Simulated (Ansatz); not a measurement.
# BaO: a single-point run

The task is a single-point run on BaO. The structure is shown as the input types it.

Program: Ansatz 0.2.0. Level of theory: density functional or hybrid calculation with the settings of its input, plane waves (as first typed). These are calculated values, not measurements.

1 further run of the same task is left out (it didn't finish).

## Step 1: The starting structure

Symmetry: Fm-3m, No. 225, cubic system. The conventional cell has a = 5.544 Å, b = 5.544 Å, c = 5.544 Å, α = 90.00°, β = 90.00°, γ = 90.00°. Ba (site symmetry m-3m) is surrounded by 6 O at 2.77 Å. O (site symmetry m-3m) is surrounded by 6 Ba at 2.77 Å.

As a file:

```cif
data_structure
_symmetry_space_group_name_H-M 'P 1'
_symmetry_Int_Tables_number 1
_cell_length_a 3.9201
_cell_length_b 3.9201
_cell_length_c 3.9201
_cell_angle_alpha 60.000
_cell_angle_beta 60.000
_cell_angle_gamma 60.000
_cell_volume 42.60
loop_
_atom_site_label
_atom_site_type_symbol
_atom_site_fract_x
_atom_site_fract_y
_atom_site_fract_z
_atom_site_occupancy
Ba1 Ba 0.00000 0.00000 0.00000 1
O1 O 0.50000 0.50000 0.50000 1
```

## Step 2: The run

The input, input.yaml:

```yaml
crystal:
  lattice:
    - [0.0, 2.771942684, 2.771942684]
    - [2.771942684, 0.0, 2.771942684]
    - [2.771942684, 2.771942684, 0.0]
  atoms:
    - { symbol: Ba, position: [0.0, 0.0, 0.0] }
    - { symbol: O, position: [0.5, 0.5, 0.5] }
kpoints:
  mp_grid: { grid: [6, 6, 6] }
hamiltonian:
  xc: pbesol
scf:
  occupations: { method: fixed }
  n_extra_bands: 4
  max_iter: 97
output:
  forces: true
  stress: true
  eigenvalues: true
basis:
  ecutwfc: 80
```

The run is started by

```
> ansatz run input.yaml --threads 4 --pin off --max-ram 3686MiB --backend cpu --events-out ev --progress --plain --runs-dir out
```

**Question.** How will this run end, and is anything wrong with its input?

The program finished normally, with warnings (cutoff below recommended, metallic iterate). It gives a pressure of 30 GPa, which is large; a structure far from rest gives such values too, whatever the setting.

Look at the input: basis.ecutwfc is 80. With so few plane waves the basis is incomplete by a wide margin. The potentials' recommended cutoff is 420 eV.

Run again and compare: delete basis.ecutwfc (the default then holds).
